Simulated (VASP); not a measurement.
# Os (P6_3/mmc) in VASP: a series of runs

One crystal, Os, is run at these levels: r2SCAN; tasks: relaxation of cell and atoms.

Everything below comes from runs of VASP 6.6.1. Logs are shortened: lines on timing, memory, paths and dates and some standing lists are left out, and cuts for length are marked.

## Step 1: Starting point

The structure is hexagonal, space group P6_3/mmc (No. 194). The conventional cell has a = 2.734 Å, b = 2.734 Å, c = 4.320 Å, α = 90.00°, β = 90.00°, γ = 120.00°. Os (site symmetry -6m2) has 12 Os at 2.68 to 2.73 Å as nearest neighbours.

## Step 2: Relaxation of cell and atoms, r2SCAN

Contents of INCAR:

```
SYSTEM = Os
  ALGO = Normal
  EDIFF = 1E-7
  EDIFFG = -0.002
  ENCUT = 520
  IBRION = 2
  ISIF = 3
  ISMEAR = 0
  LASPH = .True.
  LCHARG = .False.
  LMIXTAU = .True.
  LREAL = .False.
  LWAVE = .False.
  METAGGA = R2SCAN
  NELM = 60
  NSW = 80
  PREC = Accurate
  SIGMA = 0.1
```

Contents of KPOINTS:

```
k-points
0
Gamma
  18 18 10
  0 0 0
```

Contents of POSCAR:

```
Os
1.0
    2.7341000000      0.0000000000      0.0000000000
   -1.3670500000      2.3678000600      0.0000000000
    0.0000000000      0.0000000000      4.3197000000
Os
2
Direct
    0.3333333300      0.6666666700      0.2500000000
    0.6666666700      0.3333333300      0.7500000000
```

Potentials or basis: VASP PAW PBE potentials, release 64 (Os).

Started as:

```bash
$ cat potpaw_PBE.64/Os/POTCAR > POTCAR
$ mpirun -np 1 vasp_std > vasp.out
```

OUTCAR:

```text
SYSTEM = Os
   EDIFF = 1E-7
   EDIFFG = -0.002
   ENCUT = 520
   IBRION = 2
   ISIF = 3
   ISMEAR = 0
   LASPH = .True.
   LREAL = .False.
   METAGGA = R2SCAN
   NELM = 60
   NSW = 80
   PREC = Accurate

 ion  position               nearest neighbor table
   1  0.333  0.667  0.250-   2 2.68   2 2.68   2 2.68   2 2.68   2 2.68   2 2.68
   2  0.667  0.333  0.750-   1 2.68   1 2.68   1 2.68   1 2.68   1 2.68   1 2.68

  LATTYP: Found a hexagonal cell.
 ALAT       =     2.7341000000
 C/A-ratio  =     1.5799348963

  Lattice vectors:

 A1 = (   2.7341000000,   0.0000000000,   0.0000000000)
 A2 = (  -1.3670500000,   2.3678000600,   0.0000000000)
 A3 = (   0.0000000000,   0.0000000000,   4.3197000000)

Analysis of symmetry for initial positions (statically):
=====================================================================
 Subroutine PRICEL returns:
 Original cell was already a primitive cell.

 Routine SETGRP: Setting up the symmetry group for a
 hexagonal supercell.

 Subroutine GETGRP returns: Found 24 space group operations
 (whereof 12 operations were pure point group operations)
 out of a pool of 24 trial point group operations.

The static configuration has the point symmetry D_3d.
 The point group associated with its full space group is D_6h.

Analysis of symmetry for dynamics (positions and initial velocities):
=====================================================================
 Subroutine PRICEL returns:
 Original cell was already a primitive cell.

 Routine SETGRP: Setting up the symmetry group for a
 hexagonal supercell.

 Subroutine GETGRP returns: Found 24 space group operations
 (whereof 12 operations were pure point group operations)
 out of a pool of 24 trial point group operations.

The dynamic configuration has the point symmetry D_3d.
 The point group associated with its full space group is D_6h.

 Subroutine INISYM returns: Found 24 space group operations
 (whereof 12 operations are pure point group operations),
 and found     1 'primitive' translations

----------------------------------------------------------------------------------------

                                     Primitive cell

  volume of cell :      27.9649

  direct lattice vectors                    reciprocal lattice vectors
     2.734100000  0.000000000  0.000000000     0.365751070  0.211166478  0.000000000
    -1.367050000  2.367800060  0.000000000     0.000000000  0.422332957  0.000000000
     0.000000000  0.000000000  4.319700000     0.000000000  0.000000000  0.231497558

  length of vectors
     2.734100000  2.734100003  4.319700000     0.422332957  0.422332957  0.231497558

  position of ions in fractional coordinates (direct lattice)
     0.333333330  0.666666670  0.250000000
     0.666666670  0.333333330  0.750000000

  ion indices of the primitive-cell ions
   primitive index   ion index
                 1           1
                 2           2

----------------------------------------------------------------------------------------

 KPOINTS: k-points

Automatic generation of k-mesh.
 Grid dimensions read from file:
 generate k-points for:   18   18   10

 Generating k-lattice:

  Cartesian coordinates                     Fractional coordinates (reciprocal lattice)
     0.020319504  0.011731471  0.000000000     0.055555556  0.000000000  0.000000000
     0.000000000  0.023462942  0.000000000     0.000000000  0.055555556  0.000000000
     0.000000000  0.000000000  0.023149756     0.000000000  0.000000000  0.100000000

  Length of vectors
     0.023462942  0.023462942  0.023149756

  Shift w.r.t. Gamma in fractional coordinates (k-lattice)
     0.000000000  0.000000000  0.000000000

 Subroutine IBZKPT returns following result:
 ===========================================

 Found    222 irreducible k-points:

 Following reciprocal coordinates:
            Coordinates               Weight
  0.000000  0.000000  0.000000      1.000000
  0.055556  0.000000  0.000000      6.000000
  0.111111  0.000000  0.000000      6.000000
  0.166667  0.000000  0.000000      6.000000
  0.222222  0.000000  0.000000      6.000000
  0.277778  0.000000  0.000000      6.000000
[... 16 lines left out ...]
  0.333333  0.111111  0.000000     12.000000
  0.388889  0.111111  0.000000     12.000000
 [... further k-points ...]
   k-points           NKPTS =    222   k-points in BZ     NKDIM =    222   number of bands    NBANDS=     12
   number of dos      NEDOS =    301   number of ions     NIONS =      2
   total plane-waves  NPLWV =  12800
   dimension x,y,z NGX =    20 NGY =   20 NGZ =   32
   dimension x,y,z NGXF=    40 NGYF=   40 NGZF=   64
   ions per type =               2
   NGX,Y,Z   is equivalent  to a cutoff of  12.16, 12.16, 12.32 a.u.
   NGXF,Y,Z  is equivalent  to a cutoff of  24.32, 24.32, 24.63 a.u.
 SYSTEM =  Os
   PREC   = accura    normal or accurate (medium, high low for compatibility)
   ISTART =      0    job   : 0-new  1-cont  2-samecut
   ICHARG =      2    charge: 1-file 2-atom 10-const
   ISPIN  =      1    spin polarized calculation?
   LNONCOLLINEAR =      F non collinear calculations
   LSORBIT =      F    spin-orbit coupling
   LASPH  =      T    aspherical Exc in radial PAW
   ENCUT  =  520.0 eV  38.22 Ry    6.18 a.u.   5.08  5.08  8.03*2*pi/ulx,y,z
   NELM   =     60;   NELMIN=  2; NELMDL= -5     # of ELM steps
   EDIFF  = 0.1E-06   stopping-criterion for ELM
   LREAL  =      F    real-space projection
   EDIFFG = -.2E-02   stopping-criterion for IOM
   NSW    =     80    number of steps for IOM
   IBRION =      2    ionic relax: 0-MD 1-quasi-New 2-CG
   NFREE  =      1    steps in history (QN), initial steepest desc. (CG)
   ISIF   =      3    stress and relaxation
   ISYM   =      2    0-nonsym 1-usesym 2-fastsym
   POTIM  = 0.5000    time-step for ionic-motion
   TEBEG  =    0.0;   TEEND  =   0.0 temperature during run
   PSTRESS=    0.0 pullay stress
   NELECT =      16.0000    total number of electrons
   NUPDOWN=      -1.0000    fix difference up-down
   EMIN   =  10.00;   EMAX   =-10.00  energy-range for DOS
   EFERMI =   0.00;   METHOD = LEGACY
   ISMEAR =     0;   SIGMA  =   0.10  broadening in eV -4-tet -1-fermi 0-gaus
   EFERMI_NEDOS =   21; number of points for ismear=-14 and -15
   IALGO  =     38    algorithm
   IMIX   =      4    mixing-type and parameters
     AMIX     =   0.40;   BMIX     =  1.00
     AMIX_MAG =   1.60;   BMIX_MAG =  1.00
  volume/ion in A,a.u.               =      13.98        94.36
  Fermi-wavevector in a.u.,A,eV,Ry     =   1.359076  2.568282 25.131161  1.847088
  Thomas-Fermi vector in A             =   2.485855
   LORBIT       =      0    0 simple, 1 ext, 2 COOP (PROOUT), +10 PAW based schemes
   METAGGA = R2SCAN    functional components
   LHFCALC =     F    Hartree Fock is set to
   AEXX    =    0.0000 exact exchange contribution
   IVDW    =     0    specifies the selected vdW correction
   LEPSILON=     F    determine dielectric tensor
   LRPA    =     F    only Hartree local field effects (RPA)
 conjugate gradient relaxation of ions
 non-spin polarized calculation
 Gauss-broadening in eV      SIGMA  =   0.10
  energy-cutoff  :      520.00
  volume of cell :       27.96
 maximum number of plane-waves:       770
   NGX = 11   NGY = 11   NGZ = 17

--------------------------------------- Ionic step        1  -------------------------------------------

 number of electron      15.9999998 magnetization

 Free energy of the ion-electron system (eV)
  ---------------------------------------------------
  ext. energy  EPLUGINS =         0.00000000
  ---------------------------------------------------
  free energy    TOTEN  =      -106.00618259 eV

  energy without entropy =     -105.99892077  energy(sigma->0) =     -106.00255168

------------------------ aborting loop because EDIFF is reached ----------------------------------------

  FORCE on cell =-STRESS in cart. coord.  units (eV):
  Direction    XX          YY          ZZ          XY          YZ          ZX
  --------------------------------------------------------------------------------------
  -------------------------------------------------------------------------------------
  Total        0.3472688      0.3472688      0.3456400      0.0000000     -0.0000000      0.0000000
  in kB       19.8958886     19.8958886     19.8025727      0.0000000     -0.0000000      0.0000000
  external PRESSURE =      19.8647833 kB  Pullay stress =       0.0000000 kB
[... 237 lines left out ...]
  energy  without entropy=     -105.9996205583  energy(sigma->0) =     -106.00327978

--------------------------------------- Ionic step        8  -------------------------------------------

 number of electron      15.9999999 magnetization

 Free energy of the ion-electron system (eV)
  ---------------------------------------------------
  ext. energy  EPLUGINS =         0.00000000
  ---------------------------------------------------
  free energy    TOTEN  =      -106.00693956 eV

  energy without entropy =     -105.99961941  energy(sigma->0) =     -106.00327949

 E-fermi :   9.2004     XC(G=0): -15.3644

 val. band max:        9.1889876028   @ k =   0.2222   0.0556   0.3000
 cond. band min:       9.2032021560   @ k =   0.2778   0.0000   0.1000
 fundamental gap:      0.0142145532
 Fermi energy:         9.2003613643

 k-point     1 :       0.0000    0.0000    0.0000
  band No.  band energies     occupation
      1      -2.1959      2.00000
      2       1.1025      2.00000
      3       6.0443      2.00000
      4       6.0443      2.00000
      5       6.3120      2.00000
      6       6.9062      2.00000
      7       6.9062      2.00000
      8       7.5669      2.00000
      9       7.5669      2.00000
     10       9.2109      0.88124
     11      10.9398      0.00000
     12      10.9398      0.00000
[... 331 lines left out ...]
 k-point    24 :       0.3889    0.1111    0.0000
  band No.  band energies     occupation
      1       2.1191      2.00000
      2       2.2302      2.00000
      3       2.5954      2.00000
      4       5.4447      2.00000
      5       5.5307      2.00000
      6       6.4522      2.00000
      7       7.2051      2.00000
      8      10.8358      0.00000
      9      11.2812      0.00000
     10      11.7655      0.00000
     11      13.2454      0.00000
     12      16.4373      0.00000

 [... further k-points ...]

------------------------ aborting loop because EDIFF is reached ----------------------------------------

  FORCE on cell =-STRESS in cart. coord.  units (eV):
  Direction    XX          YY          ZZ          XY          YZ          ZX
  --------------------------------------------------------------------------------------
  -------------------------------------------------------------------------------------
  Total       -0.0001606     -0.0001606     -0.0002338     -0.0000000      0.0000000      0.0000000
  in kB       -0.0091605     -0.0091605     -0.0133349     -0.0000000      0.0000000      0.0000000
  external PRESSURE =      -0.0105520 kB  Pullay stress =       0.0000000 kB
[... 17 lines left out ...]
  FREE ENERGIE OF THE ION-ELECTRON SYSTEM (eV)
  ---------------------------------------------------
  free  energy   TOTEN  =      -106.0069395612 eV

  energy  without entropy=     -105.9996194134  energy(sigma->0) =     -106.00327949

 reached required accuracy - stopping structural energy minimisation
```

Wall time 8 min (1 thread of Intel Xeon 6975P-C (Granite Rapids), shared host); peak memory 0.2 GiB.

Results:

* Free energy: -106.0069 eV
* Relaxed volume: 14.05 Å³/atom
* Relaxed cell: a = 2.738 Å, b = 2.738 Å, c = 4.325 Å, α = 90.00°, β = 90.00°, γ = 120.00°
* Space group after relaxing (to 0.05 Å): P6_3/mmc (No. 194)
* Energy gained by relaxing: 0.4 meV/atom
* Ionic steps: 8
* Pressure after relaxing: 0.0 GPa
* Band gap on the k mesh: none (metal or under the smearing width)

Step by step:
```
step  energy change (eV)  largest force (eV/Å)  pressure (GPa)  volume (Å³)
   1              0.0000                0.0000            1.99        27.96
   2              0.0151                0.0000           -8.50        28.67
   3             -0.0008                0.0000            0.01        28.09
   4             -0.0008                0.0000           -0.03        28.09
   5             -0.0008                0.0000           -0.03        28.09
   6             -0.0008                0.0000           -0.03        28.09
   7             -0.0008                0.0000            0.09        28.09
   8             -0.0008                0.0000            0.00        28.09
```

Final structure:
```
CELL_PARAMETERS angstrom
2.73846 0.00000 0.00000
-1.36923 2.37158 0.00000
0.00000 0.00000 4.32546
ATOMIC_POSITIONS crystal
Os 0.33333 0.66667 0.25000
Os 0.66667 0.33333 0.75000
```

Levels at points of the mesh, in eV from the Fermi level:
| k point | band 5 | band 6 | band 7 | band 8 | band 9 | band 10 | band 11 | band 12 |
| --- | --- | --- | --- | --- | --- | --- | --- | --- |
| (0.00, 0.00, 0.00) | -2.89 | -2.29 | -2.29 | -1.63 | -1.63 | 0.01 | 1.74 | 1.74 |
| (0.50, 0.00, 0.00) | -3.04 | -2.70 | -1.95 | 2.09 | 2.67 | 2.78 | 4.56 | 5.94 |
| (0.00, 0.00, 0.50) | -3.37 | -3.37 | -3.37 | -3.37 | 0.91 | 0.91 | 0.91 | 0.91 |
| (0.50, 0.00, 0.50) | -1.26 | -1.26 | -0.18 | -0.18 | 2.44 | 2.44 | 3.41 | 3.41 |

Caveat: the PAW data sets were made with another functional, which shifts forces and pressure a little. Spin-orbit coupling is left out, which matters for the levels of Os.

## Step 3: Relaxation of cell and atoms, r2SCAN

This run uses another cell than the first one, of 14.05 Å³/atom, 1.005 times its volume.

INCAR is that of step 2.

KPOINTS is that of step 2.

Contents of POSCAR:

```
Os                                      
1.0
    2.7384591045      0.0000000000      0.0000000000
   -1.3692295523      2.3715751553      0.0000000000
   -0.0000000000     -0.0000000000      4.3254565077
  Os            
     2
Direct
     0.3333333300000021    0.6666666699999979    0.2500000000000000
     0.6666666699999979    0.3333333300000021    0.7500000000000000
```

Potentials or basis: VASP PAW PBE potentials, release 64 (Os).

Started as:

```bash
$ cat potpaw_PBE.64/Os/POTCAR > POTCAR
$ mpirun -np 1 vasp_std > vasp.out
```

It took 1.8 min on 1 thread of Intel Xeon 6975P-C (Granite Rapids), shared host; peak memory 0.19 GiB.

The run converged. Its results:

| Quantity | Value |
| --- | --- |
| Free energy | -106.0070 eV |
| Pressure after relaxing | 0.0 GPa |
| Band gap on the k mesh | none (metal or under the smearing width) |

Final structure:
```cif
data_structure
_symmetry_space_group_name_H-M 'P 1'
_symmetry_Int_Tables_number 1
_cell_length_a 2.7385
_cell_length_b 2.7385
_cell_length_c 4.3255
_cell_angle_alpha 90.000
_cell_angle_beta 90.000
_cell_angle_gamma 120.000
_cell_volume 28.09
loop_
_atom_site_label
_atom_site_type_symbol
_atom_site_fract_x
_atom_site_fract_y
_atom_site_fract_z
_atom_site_occupancy
Os1 Os 0.33333 0.66667 0.25000 1
Os2 Os 0.66667 0.33333 0.75000 1
```

Levels at points of the mesh, in eV from the Fermi level:
| k point | band 4 | band 5 | band 6 | band 7 | band 8 | band 9 | band 10 | band 11 | band 12 |
| --- | --- | --- | --- | --- | --- | --- | --- | --- | --- |
| (0.00, 0.00, 0.00) | -3.16 | -2.89 | -2.29 | -2.29 | -1.63 | -1.63 | 0.01 | 1.74 | 1.74 |
| (0.50, 0.00, 0.00) | -3.69 | -3.04 | -2.70 | -1.95 | 2.09 | 2.67 | 2.78 | 4.56 | 5.94 |
| (0.00, 0.00, 0.50) | -3.70 | -3.36 | -3.36 | -3.36 | -3.36 | 0.91 | 0.91 | 0.91 | 0.91 |
| (0.50, 0.00, 0.50) | -5.54 | -1.26 | -1.26 | -0.18 | -0.18 | 2.44 | 2.44 | 3.41 | 3.41 |

Caveat: the relaxation stopped at its first step, so nothing moved; the PAW data sets were made with another functional, which shifts forces and pressure a little.
